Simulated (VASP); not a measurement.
# Na (P6_3/mmc) in VASP: a series of runs, part 2 of 2

VASP 6.6.1.

## 4. Single point, PBEsol

This run uses another cell than the first one: it holds 2 atoms, not 3.

INCAR

```
SYSTEM = Na
ALGO = Normal
EDIFF = 1E-6
ENCUT = 520
GGA = PS
ISIF = 2
ISMEAR = 0
LASPH = .TRUE.
LCHARG = .FALSE.
LREAL = .FALSE.
LWAVE = .FALSE.
NBANDS = 14
NELM = 80
PREC = Accurate
SIGMA = 0.1
```

KPOINTS

```
k-points
0
G
  6 6 4
  0 0 0
```

POSCAR

```
Na
1.0
    3.7670009976      0.0000000000      0.0000000000
   -1.8835004988      3.2623185600      0.0000000000
    0.0000000000      0.0000000000      6.1540000000
Na
2
Direct
    0.3333333333      0.6666666667      0.2500000000
    0.6666666667      0.3333333333      0.7500000000
```

Potentials or basis: VASP PAW PBE potentials, release 64 (Na_pv).

Started as:

```console
> cat potpaw_PBE.64/Na_pv/POTCAR > POTCAR
> mpirun -np 1 vasp_std > vasp.out
```

OUTCAR:

```text
SYSTEM = Na
   EDIFF = 1E-6
   ENCUT = 520
   GGA = PS
   ISIF = 2
   ISMEAR = 0
   LASPH = .TRUE.
   LREAL = .FALSE.
   NELM = 80
   PREC = Accurate

 ion  position               nearest neighbor table
   1  0.333  0.667  0.250-
   2  0.667  0.333  0.750-

  LATTYP: Found a hexagonal cell.
 ALAT       =     3.7670009976
 C/A-ratio  =     1.6336603054

  Lattice vectors:

 A1 = (   3.7670009976,   0.0000000000,   0.0000000000)
 A2 = (  -1.8835004988,   3.2623185600,   0.0000000000)
 A3 = (   0.0000000000,   0.0000000000,   6.1540000000)

Analysis of symmetry for initial positions (statically):
=====================================================================
 Subroutine PRICEL returns:
 Original cell was already a primitive cell.

 Routine SETGRP: Setting up the symmetry group for a
 hexagonal supercell.

 Subroutine GETGRP returns: Found 24 space group operations
 (whereof 12 operations were pure point group operations)
 out of a pool of 24 trial point group operations.

The static configuration has the point symmetry D_3d.
 The point group associated with its full space group is D_6h.

Analysis of symmetry for dynamics (positions and initial velocities):
=====================================================================
 Subroutine PRICEL returns:
 Original cell was already a primitive cell.

 Routine SETGRP: Setting up the symmetry group for a
 hexagonal supercell.

 Subroutine GETGRP returns: Found 24 space group operations
 (whereof 12 operations were pure point group operations)
 out of a pool of 24 trial point group operations.

The dynamic configuration has the point symmetry D_3d.
 The point group associated with its full space group is D_6h.

 Subroutine INISYM returns: Found 24 space group operations
 (whereof 12 operations are pure point group operations),
 and found     1 'primitive' translations

----------------------------------------------------------------------------------------

                                     Primitive cell
[... 117 lines left out ...]
   LRPA    =     F    only Hartree local field effects (RPA)
 non-spin polarized calculation
 Gauss-broadening in eV      SIGMA  =   0.10
  energy-cutoff  :      520.00
  volume of cell :       75.63
 maximum number of plane-waves:      2047
 NGX is ok and might be reduce to    28

 number of electron      14.0000011 magnetization

 Free energy of the ion-electron system (eV)
  ---------------------------------------------------
  ext. energy  EPLUGINS =         0.00000000
  ---------------------------------------------------
  free energy    TOTEN  =        -2.80467310 eV

  energy without entropy =       -2.80257105  energy(sigma->0) =       -2.80362208

 E-fermi :   0.1441     XC(G=0):  -6.4486

 val. band max:        0.0216813374   @ k =   0.3333   0.1667   0.2500
 cond. band min:       0.4248957214   @ k =   0.1667   0.1667   0.2500
 fundamental gap:      0.4032143840
 Fermi energy:         0.1441142741

 k-point     1 :       0.0000    0.0000    0.0000
  band No.  band energies     occupation
      1     -24.5807      2.00000
      2     -24.5515      2.00000
      3     -24.5515      2.00000
      4     -24.5478      2.00000
      5     -24.5468      2.00000
      6     -24.5468      2.00000
      7      -2.9873      2.00000
      8       0.7914      0.00000
      9       1.1957      0.00000
     10      10.1198      0.00000
     11      10.1198      0.00000
     12      10.4638      0.00000
     13      10.4639      0.00000
     14      10.6102      0.00000
[... 326 lines left out ...]
      1     -24.5734      2.00000
      2     -24.5734      2.00000
      3     -24.5666      2.00000
      4     -24.5666      2.00000
      5     -24.5537      2.00000
      6     -24.5537      2.00000
      7       2.2954      0.00000
      8       2.2954      0.00000
      9       2.4621      0.00000
     10       2.4621      0.00000
     11       3.3233      0.00000
     12       3.3233      0.00000
     13       9.9637      0.00000
     14       9.9637      0.00000

------------------------ aborting loop because EDIFF is reached ----------------------------------------

  FORCE on cell =-STRESS in cart. coord.  units (eV):
  Direction    XX          YY          ZZ          XY          YZ          ZX
  --------------------------------------------------------------------------------------
  -------------------------------------------------------------------------------------
  Total       -0.0081094     -0.0081094     -0.3690188      0.0000000     -0.0000000      0.0000000
  in kB       -0.1717994     -0.1717994     -7.8177093      0.0000000     -0.0000000      0.0000000
  external PRESSURE =      -2.7204360 kB  Pullay stress =       0.0000000 kB

 VOLUME and BASIS-vectors are now :
 -----------------------------------------------------------------------------
  energy-cutoff  :      520.00
  volume of cell :       75.63
      direct lattice vectors                 reciprocal lattice vectors
     3.767000998  0.000000000  0.000000000     0.265463163  0.153265229  0.000000000
    -1.883500499  3.262318560  0.000000000     0.000000000  0.306530457  0.000000000
     0.000000000  0.000000000  6.154000000     0.000000000  0.000000000  0.162495938

 POSITION                                       TOTAL-FORCE (eV/Angst)
 -----------------------------------------------------------------------------------
     -0.00000      2.17488      1.53850        -0.000000      0.000000      0.000000
      1.88350      1.08744      4.61550         0.000000     -0.000000      0.000000
 -----------------------------------------------------------------------------------
    total drift:                                0.000000     -0.000000      0.000000

  FREE ENERGIE OF THE ION-ELECTRON SYSTEM (eV)
  ---------------------------------------------------
  free  energy   TOTEN  =        -2.8046731037 eV

  energy  without entropy=       -2.8025710499  energy(sigma->0) =       -2.80362208
```

stdout:

```text
POSCAR found type information on POSCAR Na
 POSCAR found :  1 types and       2 ions
 scaLAPACK will be used
 -----------------------------------------------------------------------------
|                                                                             |
|                                                                             |
|     You enforced a specific xc type in the INCAR file but a different       |
|     I HOPE YOU KNOW WHAT YOU ARE DOING!                                     |
|                                                                             |
 -----------------------------------------------------------------------------

 LDA part: xc-table for (Slater+PW92), standard interpolation
 POSCAR, INCAR and KPOINTS ok, starting setup
 FFT: planning ... GRIDC
 FFT: planning ... GRID_SOFT
 FFT: planning ... GRID
 WAVECAR not read
 entering main loop
```

It took 15 s on 1 thread of Intel Xeon Platinum 8488C (Sapphire Rapids), shared host; peak memory 0.17 GiB.

What came out:

- Free energy: -2.8047 eV
- Pressure: -0.3 GPa
- Band gap on the k mesh: none (metal or under the smearing width)

Stress tensor (GPa, compression positive):
```
-0.02  0.00  0.00
 0.00 -0.02  0.00
 0.00  0.00 -0.78
```

Caveat: the PAW data sets were made with another functional, which shifts forces and pressure a little.

## 5. Summary

```tsv
cell	k mesh	dipole correction	gap on the mesh (eV)	pressure (GPa)
(0 0 1) slab cut from the bulk	12 × 12 × 1	yes	none	-
bulk in the cell of the (0 0 1) plane	12 × 12 × 6	no	none	0.0
as given	6 × 6 × 4	no	none	-0.3
```

Alike in all rows: task single point; level PBEsol; potentials or basis VASP PAW PBE potentials, release 64 (Na_pv); no spin polarisation; cutoff (eV) 520; smearing gaussian 0.1 eV.

Caveats: the PAW data sets were made with another functional, which shifts forces and pressure a little.

Total energies depend on the potentials used, so only differences within one code and one set of settings carry meaning.
